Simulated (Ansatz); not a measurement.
# Dielectric response of CaS (110) films, part 2 of 2

Wanted: ε of rocksalt CaS (110) by finite fields on slabs, and the band edges against the vacuum where run.

Ansatz 0.2.0; plane-wave DFT, LDA, Ansatz PAW.

So far, gap on the k-mesh (eV): step 2 (relaxation, 10 atoms, units 5) 1.85; step 7 (field on, atoms free, 10 atoms, field 0.05 V/Å) 1.85; step 8 (relaxing in the field, 10 atoms, field -0.05 V/Å) 1.85; step 10 (relaxing the film, 16 atoms, units 8) 1.88; step 11 (single point on the relaxed film, 16 atoms, units 8) 1.88.

## Step 12: Single point, 16 atoms, units 8, field 0.05 V/Å

The input, input.yaml:

```yaml
crystal:
  lattice:
    - [4.02343758, 0.0, 0.0]
    - [0.0, 5.69, 0.0]
    - [0.0, 0.0, 32.0820315473]
  atoms:
    - { symbol: Ca, position: [0.5, 0.5, 0.2936598127] }
    - { symbol: S, position: [0.5, 0.0, 0.2887886742] }
    - { symbol: Ca, position: [0.0, 0.0, 0.3457650863] }
    - { symbol: S, position: [0.0, 0.5, 0.3484126695] }
    - { symbol: Ca, position: [0.5, 0.5, 0.4106742064] }
    - { symbol: S, position: [0.5, 0.0, 0.409291356] }
    - { symbol: Ca, position: [0.0, 0.0, 0.4688731882] }
    - { symbol: S, position: [0.0, 0.5, 0.4697786018] }
    - { symbol: Ca, position: [0.5, 0.5, 0.5311268304] }
    - { symbol: S, position: [0.5, 0.0, 0.5302214014] }
    - { symbol: Ca, position: [0.0, 0.0, 0.5893257964] }
    - { symbol: S, position: [0.0, 0.5, 0.5907086372] }
    - { symbol: Ca, position: [0.5, 0.5, 0.6542349319] }
    - { symbol: S, position: [0.5, 0.0, 0.6515873488] }
    - { symbol: Ca, position: [0.0, 0.0, 0.7063401729] }
    - { symbol: S, position: [0.0, 0.5, 0.7112112858] }
kpoints:
  mp_grid: { grid: [8, 6, 1] }
hamiltonian:
  xc: lda
scf:
  occupations: { method: fixed }
  convergence: { dr2_threshold: 1.0e-10 }
efield:
  axis: 3
  dipole_correction: true
  ramp_position: 0.97
  ramp_width: 0.06
  amplitude: 0.05
output:
  write_potential: true
  write_density: true
  volumetric_format: npy
```

On the command line:

```bash
$ ansatz run input.yaml --threads 4 --pin off --max-ram 8192MiB --backend cpu --events-out ev --progress --plain --runs-dir out
```

Wall time 60 s (4 threads of Arm Neoverse V1, shared host); peak memory 2.1 GiB.

The dipole is 0.0856 e·Å, and the gap on the mesh 1.827 eV.

## Step 13: Single point, 16 atoms, units 8, field -0.05 V/Å

Changes to input.yaml since step 12:

```diff
@@ -34,3 +34,3 @@
   ramp_width: 0.06
-  amplitude: 0.05
+  amplitude: -0.05
 output:
```

Run time: 60 s. Hardware: 4 threads; peak memory 2.1 GiB; 3.9 min of CPU time.

The dipole is -0.0856 e·Å, and the gap on the mesh 1.827 eV.

## Step 14: Response with the atoms held, 16 atoms, units 8

This step: plane-wave DFT, LDA, Ansatz PAW; response to a field along the normal, atoms held (Ansatz 0.2.0).

Local field over the applied field, running mean. From the potentials at -0.05 and 0.05 V/Å; running mean over 2.012 Å, taken twice. The local field over applied field by z:

```csv
z (Å),local field over applied field
5,0.993
6,0.957
7,0.824
8,0.553
9,0.273
10,0.152
11,0.170
12,0.198
13,0.189
14,0.178
15,0.184
16,0.191
17,0.185
18,0.178
19,0.188
20,0.199
21,0.173
22,0.150
23,0.256
24,0.528
25,0.806
26,0.951
27,0.992
```

The induced dipole is that of a conductor 13.53 Å thick.

## Step 15: Relaxing the film, 24 atoms, units 12

This step: plane-wave DFT, LDA, Ansatz PAW (Ansatz 0.2.0).

System of this step: CaS (110), 12 units. The cell holds 24 atoms: 12 Ca and 12 S. Its edges and angles: a = 4.023 Å, b = 5.690 Å, c = 40.129 Å, α = 90.0°, β = 90.0°, γ = 90.0°. It derives from CaS (rocksalt CaS). Vacuum lies along c.

The input, input.yaml:

```yaml
crystal:
  lattice:
    - [4.02343758, 0.0, 0.0]
    - [0.0, 5.69, 0.0]
    - [0.0, 0.0, 40.1289067172]
  atoms:
    - { symbol: Ca, position: [0.5, 0.5, 0.224277229] }
    - { symbol: S, position: [0.5, 0.0, 0.224277229] }
    - { symbol: Ca, position: [0.0, 0.0, 0.2744086419] }
    - { symbol: S, position: [0.0, 0.5, 0.2744086419] }
    - { symbol: Ca, position: [0.5, 0.5, 0.3245400548] }
    - { symbol: S, position: [0.5, 0.0, 0.3245400548] }
    - { symbol: Ca, position: [0.0, 0.0, 0.3746714677] }
    - { symbol: S, position: [0.0, 0.5, 0.3746714677] }
    - { symbol: Ca, position: [0.5, 0.5, 0.4248028806] }
    - { symbol: S, position: [0.5, 0.0, 0.4248028806] }
    - { symbol: Ca, position: [0.0, 0.0, 0.4749342935] }
    - { symbol: S, position: [0.0, 0.5, 0.4749342935] }
    - { symbol: Ca, position: [0.5, 0.5, 0.5250657065] }
    - { symbol: S, position: [0.5, 0.0, 0.5250657065] }
    - { symbol: Ca, position: [0.0, 0.0, 0.5751971194] }
    - { symbol: S, position: [0.0, 0.5, 0.5751971194] }
    - { symbol: Ca, position: [0.5, 0.5, 0.6253285323] }
    - { symbol: S, position: [0.5, 0.0, 0.6253285323] }
    - { symbol: Ca, position: [0.0, 0.0, 0.6754599452] }
    - { symbol: S, position: [0.0, 0.5, 0.6754599452] }
    - { symbol: Ca, position: [0.5, 0.5, 0.7255913581] }
    - { symbol: S, position: [0.5, 0.0, 0.7255913581] }
    - { symbol: Ca, position: [0.0, 0.0, 0.775722771] }
    - { symbol: S, position: [0.0, 0.5, 0.775722771] }
kpoints:
  mp_grid: { grid: [8, 6, 1] }
hamiltonian:
  xc: lda
scf:
  occupations: { method: fixed }
  convergence: { dr2_threshold: 1.0e-09 }
efield:
  axis: 3
  dipole_correction: true
  ramp_position: 0.97
  ramp_width: 0.06
relax:
  f_tol: 0.003
  max_steps: 100
output:
  write_potential: true
  write_density: true
  volumetric_format: npy
```

Run time: 7 min. Hardware: 4 threads; peak memory 2.8 GiB.

The steps of the relaxation:

```csv
step,energy less that of the first step (eV),largest force component (eV/Å)
1,0.0000,1.1481
2,-0.3414,0.3291
3,-0.4972,0.0890
4,-0.5584,0.0604
5,-0.5603,0.0097
6,-0.5604,0.0006
```

Forces are held to the 4 operations that the run works with; a distortion that breaks them can't arise in this run.

The atoms that moved most (Å):

```csv
atom,dx,dy,dz,length
Ca23,0.000,0.000,-0.563,0.563
Ca1,0.000,0.000,0.563,0.563
S24,0.000,0.000,-0.408,0.408
S2,0.000,0.000,0.408,0.408
S22,0.000,0.000,-0.309,0.309
S4,0.000,0.000,0.309,0.309
Ca19,0.000,0.000,-0.291,0.291
Ca5,0.000,0.000,0.291,0.291
```

Running mean over 2.012 Å of the planar mean; the ramp of the sawtooth is left out. Electron's electrostatic potential energy less the highest filled level against z:

```csv
z (Å),electron's electrostatic potential energy less the highest filled level (eV)
4,4.71
5,4.71
6,4.70
7,4.59
8,3.11
9,-1.73
10,-3.79
11,-3.54
12,-2.91
13,-2.95
14,-3.44
15,-3.16
16,-3.22
17,-3.06
18,-3.36
19,-3.08
20,-3.28
21,-3.07
22,-3.37
23,-3.06
24,-3.23
25,-3.11
26,-3.48
27,-2.98
28,-2.89
29,-3.37
30,-3.95
31,-2.15
32,2.57
33,4.54
34,4.70
35,4.71
36,4.71
```

The relaxation took 6 steps and lowered the energy by 0.56 eV; the largest force on the free atoms ends at 5.9e-4 eV/Å.

The gap is 1.79 eV, with the valence edge 4.71 eV and the conduction edge 2.92 eV under the upper vacuum level.

## Step 16: Side by side

Times are for 4 threads of Arm Neoverse V1, shared host. The series side by side:

```csv
no.,units,gap by band count (eV),"ionisation energy, upper face (eV)","electron affinity, upper face (eV)",time,memory (GiB)
1,5,1.846,4.577,2.731,70 s,1.1
2,8,1.878,4.706,2.829,3 min,1.7
3,12,1.788,4.712,2.923,7 min,2.8
```

The runs together. Valence density, planar mean against z:

```csv
z (Å),5 (e/Å³),8 (e/Å³),12 (e/Å³)
5.0,2.2e-5,1.6e-5,1.1e-5
5.5,7.5e-5,5.4e-5,3.8e-5
6.0,2.7e-4,2.0e-4,1.4e-4
6.5,9.3e-4,7.0e-4,4.9e-4
7.0,0.00332,0.00251,0.00175
7.5,0.0118,0.00900,0.00624
8.0,0.0449,0.0340,0.0232
8.5,0.174,0.132,0.0897
9.0,0.455,0.389,0.304
9.5,0.505,0.531,0.531
10.0,0.249,0.302,0.381
10.5,0.349,0.303,0.251
11.0,0.546,0.538,0.496
11.5,0.357,0.407,0.479
12.0,0.173,0.181,0.222
12.5,0.332,0.256,0.203
13.0,0.538,0.509,0.453
13.5,0.361,0.446,0.504
14.0,0.174,0.210,0.251
14.5,0.329,0.324,0.250
15.0,0.540,0.533,0.503
15.5,0.376,0.376,0.460
16.0,0.240,0.183,0.209
16.5,0.489,0.327,0.257
17.0,0.477,0.537,0.513
17.5,0.195,0.371,0.443
18.0,0.0511,0.200,0.204
18.5,0.0134,0.402,0.300
19.0,0.00373,0.526,0.528
19.5,0.00106,0.298,0.400
20.0,3.0e-4,0.173,0.191
20.5,8.5e-5,0.361,0.326
21.0,2.4e-5,0.540,0.537
21.5,6.9e-6,0.346,0.373
22.0,1.9e-6,0.264,0.185
22.5,5.6e-7,0.517,0.369
23.0,0,0.437,0.538
23.5,0,0.162,0.330
24.0,0,0.0420,0.187
24.5,0,0.0112,0.388
25.0,0,0.00310,0.532
25.5,0,8.7e-4,0.313
```

## Step 17: The relaxed film, single point, 24 atoms, units 12

The input, input.yaml:

```yaml
crystal:
  lattice:
    - [4.02343758, 0.0, 0.0]
    - [0.0, 5.69, 0.0]
    - [0.0, 0.0, 40.1289067172]
  atoms:
    - { symbol: Ca, position: [0.5, 0.5, 0.2383050219] }
    - { symbol: S, position: [0.5, 0.0, 0.2344442344] }
    - { symbol: Ca, position: [0.0, 0.0, 0.2800367998] }
    - { symbol: S, position: [0.0, 0.5, 0.2820964838] }
    - { symbol: Ca, position: [0.5, 0.5, 0.3317800644] }
    - { symbol: S, position: [0.5, 0.0, 0.3307883388] }
    - { symbol: Ca, position: [0.0, 0.0, 0.3786235514] }
    - { symbol: S, position: [0.0, 0.5, 0.3791241972] }
    - { symbol: Ca, position: [0.5, 0.5, 0.4277250541] }
    - { symbol: S, position: [0.5, 0.0, 0.4274539753] }
    - { symbol: Ca, position: [0.0, 0.0, 0.4756625135] }
    - { symbol: S, position: [0.0, 0.5, 0.4758439284] }
    - { symbol: Ca, position: [0.5, 0.5, 0.5243375063] }
    - { symbol: S, position: [0.5, 0.0, 0.524156075] }
    - { symbol: Ca, position: [0.0, 0.0, 0.5722749524] }
    - { symbol: S, position: [0.0, 0.5, 0.5725460397] }
    - { symbol: Ca, position: [0.5, 0.5, 0.6213764976] }
    - { symbol: S, position: [0.5, 0.0, 0.6208758069] }
    - { symbol: Ca, position: [0.0, 0.0, 0.6682199208] }
    - { symbol: S, position: [0.0, 0.5, 0.6692116709] }
    - { symbol: Ca, position: [0.5, 0.5, 0.7199632158] }
    - { symbol: S, position: [0.5, 0.0, 0.7179034968] }
    - { symbol: Ca, position: [0.0, 0.0, 0.7616949245] }
    - { symbol: S, position: [0.0, 0.5, 0.7655557303] }
kpoints:
  mp_grid: { grid: [8, 6, 1] }
hamiltonian:
  xc: lda
scf:
  occupations: { method: fixed }
  convergence: { dr2_threshold: 1.0e-09 }
efield:
  axis: 3
  dipole_correction: true
  ramp_position: 0.97
  ramp_width: 0.06
output:
  eigenvalues: true
  dos: { projected: true, e_range: [-7, 7] }
  write_potential: true
  write_density: true
  volumetric_format: npy
checkpoint:
  write: end12.run
  compress: false
  write_wavefunctions: false
```

Run time: 2.1 min. Hardware: 4 threads; peak memory 3.5 GiB.

Running mean over 2.012 Å of the planar mean; the ramp of the sawtooth is left out. Electron's electrostatic potential energy less the highest filled level against z:

(Unchanged from step 15.)

The gap is 1.79 eV, with the valence edge 4.71 eV and the conduction edge 2.92 eV under the upper vacuum level.

## Step 18: Atoms held, 24 atoms, units 12, field 0.05 V/Å

Changes to input.yaml since step 17:

```diff
@@ -36,3 +36,3 @@
   occupations: { method: fixed }
-  convergence: { dr2_threshold: 1.0e-09 }
+  convergence: { dr2_threshold: 1.0e-10 }
 efield:
@@ -42,5 +42,4 @@
   ramp_width: 0.06
+  amplitude: 0.05
 output:
-  eigenvalues: true
-  dos: { projected: true, e_range: [-7, 7] }
   write_potential: true
@@ -48,5 +47 @@
   volumetric_format: npy
-checkpoint:
-  write: end12.run
-  compress: false
-  write_wavefunctions: false
```

It took 2.3 min on 4 threads; peak memory 3.5 GiB; 8.9 min of CPU time.

The dipole is 0.125 e·Å, and the gap on the mesh 1.684 eV.

## Step 19: Atoms held, 24 atoms, units 12, field -0.05 V/Å

Changes to input.yaml since step 18:

```diff
@@ -42,3 +42,3 @@
   ramp_width: 0.06
-  amplitude: 0.05
+  amplitude: -0.05
 output:
```

Run time: 2.2 min. Hardware: 4 threads; peak memory 3.5 GiB.

The dipole is -0.125 e·Å, and the gap on the mesh 1.684 eV.

## Step 20: Response with the atoms held, 24 atoms, units 12

This step: plane-wave DFT, LDA, Ansatz PAW; response to a field along the normal, atoms held (Ansatz 0.2.0).

Local field over the applied field, running mean. From the potentials at -0.05 and 0.05 V/Å; running mean over 2.012 Å, taken twice. Table of local field over applied field by z:

```csv
z (Å),local field over applied field
5,0.995
6,0.966
7,0.852
8,0.597
9,0.305
10,0.158
11,0.164
12,0.197
13,0.192
14,0.180
15,0.184
16,0.190
17,0.189
18,0.186
19,0.188
20,0.189
21,0.188
22,0.186
23,0.188
24,0.190
25,0.185
26,0.180
27,0.190
28,0.198
29,0.169
30,0.152
31,0.276
32,0.557
33,0.826
34,0.958
35,0.993
```

The induced dipole is that of a conductor 19.83 Å thick.

## Step 21: Field on, atoms free, 24 atoms, units 12, field 0.05 V/Å

This step: plane-wave DFT, LDA, Ansatz PAW (Ansatz 0.2.0).

The same pair of relaxations in the field for this thickness.

Changes to input.yaml since step 19:

```diff
@@ -42,3 +42,6 @@
   ramp_width: 0.06
-  amplitude: -0.05
+  amplitude: 0.05
+relax:
+  f_tol: 0.0006
+  max_steps: 70
 output:
```

Wall time 4.9 min (4 threads); peak memory 2.7 GiB.

Hardly anything moved in the relaxation; the energy changed by under 0.2 meV an atom.

The relaxation took 4 steps and lowered the energy by 4.2e-4 eV; the largest force on the free atoms ends at 3.6e-4 eV/Å.

The dipole is 0.142 e·Å, and the gap on the mesh 1.748 eV.

## Step 22: Relaxing in the field, 24 atoms, units 12, field -0.05 V/Å

Changes to input.yaml since step 21:

```diff
@@ -42,3 +42,3 @@
   ramp_width: 0.06
-  amplitude: 0.05
+  amplitude: -0.05
 relax:
```

Elapsed: 4.9 min, on 4 threads; peak memory 2.7 GiB; 19 min of CPU time.

No atom moved by 0.005 Å in the relaxation.

The relaxation took 4 steps and lowered the energy by 4.2e-4 eV; the largest force on the free atoms ends at 3.6e-4 eV/Å.

The dipole is -0.142 e·Å, and the gap on the mesh 1.748 eV.

## Step 23: Response with the atoms relaxed, 24 atoms, units 12

This step: plane-wave DFT, LDA, Ansatz PAW; response to a field along the normal, atoms relaxed (Ansatz 0.2.0).

Numbers from this step:

```yaml
equivalent_conductor_thickness_p_eps_0ae: 22.50 Å
inner_field_over_outer_field: 0.09559
local_eps_in_the_middle: 10.46
```

Local field over the applied field, running mean. From the potentials at -0.05 and 0.05 V/Å; running mean over 2.012 Å, taken twice. Table of local field over applied field by z:

```csv
z (Å),local field over applied field
5,0.995
6,0.964
7,0.803
8,0.511
9,0.187
10,-0.00626
11,0.0701
12,0.155
13,0.0890
14,0.0517
15,0.0913
16,0.110
17,0.0824
18,0.0732
19,0.0876
20,0.0982
21,0.0901
22,0.0742
23,0.0780
24,0.107
25,0.0989
26,0.0536
27,0.0748
28,0.153
29,0.0903
30,-0.00632
31,0.146
32,0.462
33,0.776
34,0.954
35,0.993
```

The induced dipole is that of a conductor 22.50 Å thick.

## Step 24: Electronic ε from the series

This step: plane-wave DFT, LDA, Ansatz PAW; permittivity from the thickness series, atoms held (Ansatz 0.2.0).

Each added layer adds t(1 − 1/ε) to the dipole term, so the slope against thickness gives ε without a choice of where the film ends.

This step gave:

```yaml
slope: 0.8102
intercept_of_the_fit: 2.562 Å
eps_of_the_interior: 5.268
```

The equivalent conductor thickness by distance between the outer atoms:

```csv
distance between the outer atoms (Å),equivalent conductor thickness (Å)
7.73,8.83
13.55,13.5
21.31,19.8
```

By hand, from the thinnest and the thickest film: slope = (19.832 − 8.829) / (21.313 − 7.731) = 0.810, so ε = 1/(1 − 0.810) = 5.27.

## Step 25: Static ε from the series

This step: plane-wave DFT, LDA, Ansatz PAW; permittivity from the thickness series, atoms relaxed (Ansatz 0.2.0).

The same fit for the relaxed films. The nearer its slope lies to 1, the more ε hangs on small errors.

This step gave:

- slope: 0.9020
- intercept of the fit: 3.270 Å
- ε of the interior: 10.20

Table of equivalent conductor thickness by distance between the outer atoms:

```csv
distance between the outer atoms (Å),equivalent conductor thickness (Å)
7.73,10.2
21.32,22.5
```

By hand, from the thinnest and the thickest film: slope = (22.495 − 10.243) / (21.315 − 7.731) = 0.902, so ε = 1/(1 − 0.902) = 10.2. One nm of such a film has the capacitance of 3.9/10.2 = 0.38 nm of SiO₂ (its equivalent oxide thickness).

## Step 26: The same run with other settings

This step: plane-wave DFT, LDA, Ansatz PAW (Ansatz 0.2.0).

System of this step: CaS (110), 5 units. The cell holds 10 atoms: 5 Ca and 5 S. Cell: a = 4.023 Å, b = 5.690 Å, c = 26.047 Å, α = 90.0°, β = 90.0°, γ = 90.0°. It derives from CaS (rocksalt CaS). Vacuum lies along c.

A run with a changed input: it repeats the earlier run at 0.05 V/Å, 5 units with efield.amplitude from 0.05 to -0.05 and efield.dipole_correction from true to false.

input.yaml, the sections that differ from step 22:

```yaml
crystal:
  lattice:
    - [4.02343758, 0.0, 0.0]
    - [0.0, 5.69, 0.0]
    - [0.0, 0.0, 26.0468751699]
  atoms:
    - { symbol: Ca, position: [0.5, 0.5, 0.3571093768] }
    - { symbol: S, position: [0.5, 0.0, 0.3515939549] }
    - { symbol: Ca, position: [0.0, 0.0, 0.4225469078] }
    - { symbol: S, position: [0.0, 0.5, 0.4249328131] }
    - { symbol: Ca, position: [0.5, 0.5, 0.5000000027] }
    - { symbol: S, position: [0.5, 0.0, 0.4999999987] }
    - { symbol: Ca, position: [0.0, 0.0, 0.5774530915] }
    - { symbol: S, position: [0.0, 0.5, 0.5750671886] }
    - { symbol: Ca, position: [0.5, 0.5, 0.6428906197] }
    - { symbol: S, position: [0.5, 0.0, 0.6484060463] }
efield:
  axis: 3
  dipole_correction: false
  ramp_position: 0.97
  ramp_width: 0.06
  amplitude: -0.05
# kpoints, hamiltonian, scf, output: as in step 22
# relax: removed
```

Wall time 25 s (4 threads); peak memory 1.3 GiB; 97 s of CPU time.

```csv
quantity,this run,earlier run,difference
dipole along the normal (e·Å),-0.08450,0.05585,-0.14
gap on the k-mesh (eV),1.833,1.840,-0.0072
```

The applied field differs between the two, so the dipoles differ in any case.

With the dipole correction off, the periodic images add a field of their own to the typed one.

These numbers are not those of the isolated slab.

## Step 27: The same run with other settings: scf.mixing.preconditioner = "resta"

Another changed input: it repeats the earlier run at 0.05 V/Å, 5 units with scf.mixing.preconditioner to resta.

Changes to input.yaml since step 26:

```diff
@@ -23,8 +23,9 @@
   convergence: { dr2_threshold: 1.0e-10 }
+  mixing: { preconditioner: resta }
 efield:
   axis: 3
-  dipole_correction: false
+  dipole_correction: true
   ramp_position: 0.97
   ramp_width: 0.06
-  amplitude: -0.05
+  amplitude: 0.05
 output:
```

It took 26 s on 4 threads; peak memory 1.3 GiB; 1.7 min of CPU time.

This step gave:

| Item | Value |
| --- | --- |
| gap on the k-mesh | 1.840 eV |
| dipole along the normal | 0.05585 e·Å |

```csv
quantity,this run,earlier run,difference
dipole along the normal (e·Å),0.05585,0.05585,0
gap on the k-mesh (eV),1.840,1.840,0
```

Nothing in the table moves by 0.01 in its unit (for the dipole 0.5 % and 5e-5 e·Å).

## Step 28: What came out

```json
{
  "electronic ε from the thickness series": "5.27",
  "static ε from the thickness series": "10.2",
  "local electronic ε, middle of 12 units": "5.30"
}
```

In words: The films give an electronic ε of 5.27 and a static ε of 10.2. The slope of the series and the field inside the thickest film give 5.27 and 5.30, in agreement. Ions raise ε from 5.27 to 10.2. The static value rests on two thicknesses alone. The in-plane lattice constants are held at typed bulk values. Semilocal functionals tend to overestimate the electronic ε a little.

[Logs are printed without paths, hosts, clocks, repeated set-up lines and the standing remarks that a program may print on its own settings, such as how far it seeks lower states.]

[Hosts, paths, dates, database ids (printed as entryN), source tags and the programs' standing remarks are cut or masked in the printed files.]

[Maps of the electrostatic potential energy from Ansatz leave out the sawtooth potential of an applied field or a dipole correction, so their vacuum need not be flat; planar profiles and work functions include it.]
